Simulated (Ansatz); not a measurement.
# TiAl3: the cost of one run

Computed with Ansatz 0.2.0 (DFT PBE, scalar-relativistic, plane waves, PAW, unless a step's input says otherwise).

10 further runs of the same task are left out: 1 that didn't finish, 9 set aside as unsound or not needed. Runs told in other sessions of the task aren't counted.

### Step 1. The starting structure

It takes space group I4/mmm (No. 139, tetragonal). Conventional cell: a = 3.845 Å, b = 3.845 Å, c = 8.622 Å, α = 90.00°, β = 90.00°, γ = 90.00°. Around Ti (site symmetry 4/mmm) lie 12 Al at 2.72 to 2.89 Å. Al (site symmetry 4/mmm) has 4 Ti at 2.72 Å and 8 Al at 2.89 Å in its first shell of neighbours. Al (site symmetry -4m2) has 8 Al at 2.72 to 2.89 Å and 4 Ti at 2.89 Å in its first shell of neighbours.

Coordinates:

```cif
data_structure
_symmetry_space_group_name_H-M 'I4/mmm'
_symmetry_Int_Tables_number 139
_cell_length_a 3.8452
_cell_length_b 3.8452
_cell_length_c 8.6223
_cell_angle_alpha 90.000
_cell_angle_beta 90.000
_cell_angle_gamma 90.000
_cell_volume 127.48
loop_
_atom_site_label
_atom_site_type_symbol
_atom_site_symmetry_multiplicity
_atom_site_Wyckoff_symbol
_atom_site_fract_x
_atom_site_fract_y
_atom_site_fract_z
_atom_site_occupancy
Ti1 Ti 2 a 0.00000 0.00000 0.00000 1
Al1 Al 2 b 0.50000 0.50000 0.00000 1
Al2 Al 4 d 0.00000 0.50000 0.25000 1
```

It goes back to an entry of the Materials Project, which need not be the stable form.

It is the result of an earlier relaxation at this level (volume 15.94 Å³/atom; gap on the mesh: none (metal)).

### Step 3. Setting up the map

The energy is mapped over two normal modes frozen in (zone-centre modes of the cell shown).

First coordinate, amplitude of mode 4 (196 cm⁻¹), largest displacement: 7 values from −0.144 Å. Second coordinate, amplitude of mode 5 (220 cm⁻¹), largest displacement: 7 values from −0.085 Å.

Nothing else is relaxed (the cell and all other modes fixed). Energies count from the relaxed high-symmetry cell. Points are written as (first, second).

Displacement patterns for an amplitude of 1 (Å):

```tsv
atom	x1	y1	z1	x2	y2	z2
Ti1	0.000	0.000	-0.543	0.723	0.000	0.000
Al2	0.000	0.000	1.000	0.717	0.000	0.000
Al3	0.000	0.000	-0.018	-1.000	0.000	0.000
Al4	0.000	0.000	-0.018	-1.000	0.000	0.000
```

(The set-up runs are not shown.)

### Step 4. Point (−0.144 Å, −0.028 Å)

File input.yaml:

```yaml
crystal:
  lattice:
    - [-1.9225789803, 1.9225789803, 4.31113511]
    - [1.9225789803, -1.9225789803, 4.31113511]
    - [1.9225789803, 1.9225789803, -4.31113511]
  atoms:
    - { symbol: Ti, position: [0.0090700682, 0.0037481046, -0.0053219635] }
    - { symbol: Al, position: [0.483299062, 0.4780207593, -0.0052783027] }
    - { symbol: Al, position: [0.7503050242, 0.2576649299, 0.5073599057] }
    - { symbol: Al, position: [0.2503050242, 0.7576649299, 0.5073599057] }
basis:
  ecutwfc: 520.0
kpoints:
  mp_grid: { grid: [14, 14, 14] }
hamiltonian:
  xc: pbe
  pseudopotentials: { kind: paw, azcp: { folder: soft_1 } }
scf:
  occupations: { method: gaussian, width: 0.15 }
output:
  forces: true
  stress: true
  eigenvalues: true
```

Started as:

```console
$ ansatz run input.yaml --threads 2 --pin off --max-ram 4096MiB --backend cpu --events-out ev --progress --plain --runs-dir out
```

Q: Estimate wall time and peak memory on 2 threads of Arm Neoverse N1, shared host.

About 98 s, with a peak of 1.2 GiB.
